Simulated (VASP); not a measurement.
These are PBE GGA, VASP's PBE PAW potentials (set 64) (plane waves; VASP 6.6.1) values and carry that method's errors.

A VASP calculation is set up with these files.

**POSCAR**
```
InN
1
    0.0000000000     2.4900000000     2.4900000000
    2.4900000000     0.0000000000     2.4900000000
    2.4900000000     2.4900000000     0.0000000000
In N
1 1
Direct
  0.0000000000   0.0000000000   0.0000000000
  0.2500000000   0.2500000000   0.2500000000
```

### INCAR
```
! general
SYSTEM =InN
PREC   =Accurate
ENCUT  =520
LREAL  =F
LASPH  =T

! electronic loop
EDIFF  =1E-6
NELM   =100
ALGO   =Normal
LMAXMIX=4

! smearing
ISMEAR =0
SIGMA  =0.05

! functional
GGA    =PE

! ions
ISIF   =2

! output
LWAVE  =F
LCHARG =F
```

File KPOINTS:
```
kpoints
0
G
 13 13 13
```

POTCAR, in this order: In_d N (PBE.64 set). Program: vasp_std.

The run wrote:

File OUTCAR:
```
 ion  position               nearest neighbor table
   1  0.000  0.000  0.000-   2 2.16   2 2.16   2 2.16   2 2.16
   2  0.250  0.250  0.250-   1 2.16   1 2.16   1 2.16   1 2.16
  LATTYP: Found a face centered cubic cell.
 ALAT       =     4.9800000000
 Subroutine PRICEL returns:
 Original cell was already a primitive cell.
 Subroutine GETGRP returns: Found 24 space group operations
The static configuration has the point symmetry T_d .
The dynamic configuration has the point symmetry T_d .
 Subroutine INISYM returns: Found 24 space group operations
 Subroutine IBZKPT returns following result:
 Found     84 irreducible k-points:

 Following reciprocal coordinates:
            Coordinates               Weight
  0.000000  0.000000  0.000000      1.000000
  0.076923  0.000000  0.000000      8.000000
  0.153846  0.000000  0.000000      8.000000
  0.230769  0.000000  0.000000      8.000000
  0.307692  0.000000  0.000000      8.000000
  0.384615  0.000000  0.000000      8.000000
  0.461538  0.000000  0.000000      8.000000
  0.076923  0.076923  0.000000      6.000000
  0.153846  0.076923  0.000000     24.000000
  0.230769  0.076923  0.000000     24.000000
  0.307692  0.076923  0.000000     24.000000
  0.384615  0.076923  0.000000     24.000000
  0.461538  0.076923  0.000000     24.000000
 -0.461538  0.076923  0.000000     24.000000
 -0.384615  0.076923  0.000000     24.000000
 -0.307692  0.076923  0.000000     24.000000
 -0.230769  0.076923  0.000000     24.000000
 -0.153846  0.076923  0.000000     24.000000
 -0.076923  0.076923  0.000000     12.000000
  0.153846  0.153846  0.000000      6.000000
  0.230769  0.153846  0.000000     24.000000
  0.307692  0.153846  0.000000     24.000000
  0.384615  0.153846  0.000000     24.000000
  0.461538  0.153846  0.000000     24.000000
 -0.461538  0.153846  0.000000     24.000000
 -0.384615  0.153846  0.000000     24.000000
 -0.307692  0.153846  0.000000     24.000000
 -0.230769  0.153846  0.000000     24.000000
 -0.153846  0.153846  0.000000     12.000000
  0.230769  0.230769  0.000000      6.000000
  0.307692  0.230769  0.000000     24.000000
  0.384615  0.230769  0.000000     24.000000
  0.461538  0.230769  0.000000     24.000000
 -0.461538  0.230769  0.000000     24.000000
 -0.384615  0.230769  0.000000     24.000000
 -0.307692  0.230769  0.000000     24.000000
 -0.230769  0.230769  0.000000     12.000000
  0.307692  0.307692  0.000000      6.000000
  0.384615  0.307692  0.000000     24.000000
  0.461538  0.307692  0.000000     24.000000
   k-points           NKPTS =     84   k-points in BZ     NKDIM =     84   number of bands    NBANDS=     13
   number of dos      NEDOS =    301   number of ions     NIONS =      2
   total plane-waves  NPLWV =  21952
   dimension x,y,z NGX =    28 NGY =   28 NGZ =   28
   dimension x,y,z NGXF=    56 NGYF=   56 NGZF=   56
   ions per type =               1   1
   PREC   = accura    normal or accurate (medium, high low for compatibility)
   ISTART =      0    job   : 0-new  1-cont  2-samecut
   ICHARG =      2    charge: 1-file 2-atom 10-const
   ISPIN  =      1    spin polarized calculation?
   LNONCOLLINEAR =      F non collinear calculations
   LSORBIT =      F    spin-orbit coupling
   INIWAV =      1    electr: 0-lowe 1-rand  2-diag
   ENCUT  =  520.0 eV  38.22 Ry    6.18 a.u.   6.55  6.55  6.55*2*pi/ulx,y,z
   NELM   =    100;   NELMIN=  2; NELMDL= -5     # of ELM steps
   EDIFF  = 0.1E-05   stopping-criterion for ELM
   LREAL  =      F    real-space projection
   NLSPLINE    = F    spline interpolate recip. space projectors
   LMAXMIX     =    4 max onsite mixed and CHGCAR
...
```

### OSZICAR
```
       N       E                     dE             d eps       ncg     rms          rms(c)
DAV:   1     0.129721226753E+03    0.12972E+03   -0.92931E+03  2204   0.184E+03
DAV:   2    -0.178391022749E+01   -0.13151E+03   -0.12540E+03  2407   0.377E+02
DAV:   3    -0.126726808171E+02   -0.10889E+02   -0.10718E+02  2692   0.110E+02
DAV:   4    -0.129494748699E+02   -0.27679E+00   -0.27644E+00  2444   0.192E+01
DAV:   5    -0.129608629465E+02   -0.11388E-01   -0.11388E-01  3020   0.356E+00    0.101E+01
DAV:   6    -0.106964734103E+02    0.22644E+01   -0.81881E+00  3291   0.518E+01    0.567E+00
DAV:   7    -0.106780678674E+02    0.18406E-01   -0.57841E-01  2197   0.960E+00    0.221E+00
DAV:   8    -0.106648002709E+02    0.13268E-01   -0.85294E-02  2629   0.306E+00    0.623E-01
DAV:   9    -0.106613328395E+02    0.34674E-02   -0.84929E-03  3352   0.184E+00    0.202E-01
DAV:  10    -0.106617626968E+02   -0.42986E-03   -0.14815E-03  2319   0.364E-01    0.792E-02
DAV:  11    -0.106618005411E+02   -0.37844E-04   -0.58340E-05  2774   0.843E-02    0.228E-02
DAV:  12    -0.106617999557E+02    0.58542E-06   -0.27979E-05  2564   0.492E-02    0.108E-02
DAV:  13    -0.106617995808E+02    0.37492E-06   -0.31331E-06  2539   0.355E-02
   1 F= -.10661800E+02 E0= -.10661773E+02  d E =-.527327E-04
```

**OUTCAR**
```
------------------------ aborting loop because EDIFF is reached ----------------------------------------
  FORCE on cell =-STRESS in cart. coord.  units (eV):
  Direction    XX          YY          ZZ          XY          YZ          ZX
  --------------------------------------------------------------------------------------
  Total        1.1020277      1.1020277      1.1020277     -0.0000000     -0.0000000      0.0000000
  in kB       57.1840715     57.1840715     57.1840715     -0.0000000     -0.0000000      0.0000000
  external PRESSURE =      57.1840715 kB  Pullay stress =       0.0000000 kB
  volume of cell :       30.88
      direct lattice vectors                 reciprocal lattice vectors
     0.000000000  2.490000000  2.490000000    -0.200803213  0.200803213  0.200803213
     2.490000000  0.000000000  2.490000000     0.200803213 -0.200803213  0.200803213
     2.490000000  2.490000000  0.000000000     0.200803213  0.200803213 -0.200803213
 POSITION                                       TOTAL-FORCE (eV/Angst)
 -----------------------------------------------------------------------------------
      0.00000      0.00000      0.00000        -0.000000     -0.000000     -0.000000
      1.24500      1.24500      1.24500         0.000000      0.000000      0.000000
 -----------------------------------------------------------------------------------
    total drift:                               -0.000000     -0.000000     -0.000000
  FREE ENERGIE OF THE ION-ELECTRON SYSTEM (eV)
  ---------------------------------------------------
  free  energy   TOTEN  =       -10.6617995808 eV

  energy  without entropy=      -10.6617468480  energy(sigma->0) =      -10.66177321
```
(Selected blocks of OUTCAR.)

The compound is InN in the zinc blende structure, a metastable form; wurtzite is the usual one. The cell was not relaxed at this level. The run is one of a series of settings (KPOINTS 13×13×13 Γ-centred mesh against the base run), some of them coarse on purpose.
